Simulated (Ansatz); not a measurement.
A 3-atom cell of PbF2 started from a crystallographic database, relaxed with r2SCAN+rVV10. It is cubic, Fm-3m (No. 225); a = 5.892 Å in the conventional setting, 17.04 Å³ an atom. Around Pb lie 8 F at 2.55 Å; around F lie 4 Pb at 2.55 Å.

```cif
data_structure
_symmetry_space_group_name_H-M 'Fm-3m'
_symmetry_Int_Tables_number 225
_cell_length_a 5.8916
_cell_length_b 5.8916
_cell_length_c 5.8916
_cell_angle_alpha 90.000
_cell_angle_beta 90.000
_cell_angle_gamma 90.000
_cell_volume 204.50
loop_
_atom_site_label
_atom_site_type_symbol
_atom_site_symmetry_multiplicity
_atom_site_Wyckoff_symbol
_atom_site_fract_x
_atom_site_fract_y
_atom_site_fract_z
_atom_site_occupancy
Pb1 Pb 4 a 0.00000 0.00000 0.00000 1
F1 F 8 c 0.25000 0.75000 0.75000 1
```

The questions ask for values computed with the plane-wave code Ansatz on this geometry. Calculated for a static, non-magnetic cell.

(1) Is there a gap with PBE, and of what kind?

(2) How does the gap change from PBE to PBE+SOC (8×8×8)?

(3) Estimate the gap with PBE0 on 6×6×6.

(4) What does G0W0@PBE with 378 empty bands, a screening cutoff of 220 eV and a 4×4×4 mesh give?

(5) What are ε∞ and the Born charges with r2SCAN?

## Answers

(1) With PBE the valence top lies at W and the conduction bottom at X, 4.41 eV higher; the smallest vertical gap, at X, is 4.56 eV.

(2) With PBE+SOC the valence top lies at W and the conduction bottom at X, 4.03 eV higher; the smallest vertical gap, at X, is 4.18 eV. The gap differs by -0.38 eV from PBE's.

(3) With PBE0 the valence top lies at W and the conduction bottom at X, 6.44 eV higher; the smallest vertical gap, at X, is 6.57 eV. The gap differs by +2.03 eV from PBE's.

(4) 6.49 eV (the shift on the mesh added to PBE's least gap). The quasiparticle gap on this mesh is 6.49 eV (W to X), against 4.41 eV from PBE: +2.08 eV. Renormalisation factors Z lie between 0.72 and 0.84. The G0W0 figures hold for the stated bands, cutoff and mesh and aren't extrapolated.

(5) The clamped-ion dielectric constant comes out as 3.19 in all directions. Born charges, averaged over directions: Pb +3.23, F -1.62 e.

Only the levels marked +SOC include spin-orbit coupling.

The meshes of the hybrids are coarse, so their gaps aren't converged to the digits shown.
